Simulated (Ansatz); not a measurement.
Space group P3m1 (No. 156). a = 3.848 Å, b = 3.848 Å, c = 31.449 Å, α = 90.00°, β = 90.00°, γ = 120.00°
| atom | site | symmetry | x | y | z |
| --- | --- | --- | --- | --- | --- |
| Zn | 1a | 3m. | 0.0000 | 0.0000 | 0.5999 |
| Zn | 1c | 3m. | 0.6667 | 0.3333 | 0.2001 |
| Zn | 1c | 3m. | 0.6667 | 0.3333 | 0.7999 |
| Zn | 1b | 3m. | 0.3333 | 0.6667 | 0.6998 |
| Zn | 1a | 3m. | 0.0000 | 0.0000 | 0.3001 |
| Zn | 1a | 3m. | 0.0000 | 0.0000 | 0.0001 |
| Zn | 1b | 3m. | 0.3333 | 0.6667 | 0.9000 |
| Zn | 1c | 3m. | 0.6667 | 0.3333 | 0.5000 |
| Zn | 1b | 3m. | 0.3333 | 0.6667 | 0.1002 |
| Zn | 1b | 3m. | 0.3333 | 0.6667 | 0.4000 |
| S | 1a | 3m. | 0.0000 | 0.0000 | 0.0752 |
| S | 1a | 3m. | 0.0000 | 0.0000 | 0.6749 |
| S | 1b | 3m. | 0.3333 | 0.6667 | 0.9750 |
| S | 1b | 3m. | 0.3333 | 0.6667 | 0.4750 |
| S | 1c | 3m. | 0.6667 | 0.3333 | 0.5749 |
| S | 1b | 3m. | 0.3333 | 0.6667 | 0.7748 |
| S | 1c | 3m. | 0.6667 | 0.3333 | 0.2751 |
| S | 1b | 3m. | 0.3333 | 0.6667 | 0.1751 |
| S | 1a | 3m. | 0.0000 | 0.0000 | 0.3750 |
| S | 1c | 3m. | 0.6667 | 0.3333 | 0.8750 |

Equation of state of this ZnS structure (not necessarily the ground state), with shape and atoms relaxed at each volume where symmetry leaves them free. These are results of DFT PBE, scalar-relativistic, plane waves, PAW (Ansatz 0.2.0), not measurements.

Plane waves to 420 eV, a k mesh through Γ of 12×12×1 on the computed 20-atom cell and Gaussian smearing (0.02 eV); no spin polarisation.

| V (Å³/atom) | E − E(largest V) (meV/atom) | P (GPa) | gap on mesh (eV) |
| --- | --- | --- | --- |
| 17.747 | 42.52 | 11.78 | 2.59 |
| 18.352 | 5.23 | 8.07 | 2.44 |
| 18.957 | -19.15 | 4.93 | 2.30 |
| 19.562 | -32.58 | 2.26 | 2.16 |
| 20.167 | -36.74 | 0.00 | 2.03 |
| 20.772 | -33.01 | -1.92 | 1.90 |
| 21.377 | -22.59 | -3.55 | 1.78 |
| 22.184 | 0.00 | -5.35 | 1.63 |

Q: Fit a third-order Birch–Murnaghan equation to E(V).

A: V0 = 20.17 Å³/atom, B0 = 69 GPa, B0' = 4.4.

This form isn't the usual stable structure of the compound.

Cost: 8 runs of about 61 core-minutes in all, on Intel Xeon Processor @ 2.50GHz (Skylake/Cascade Lake) (shared hosts).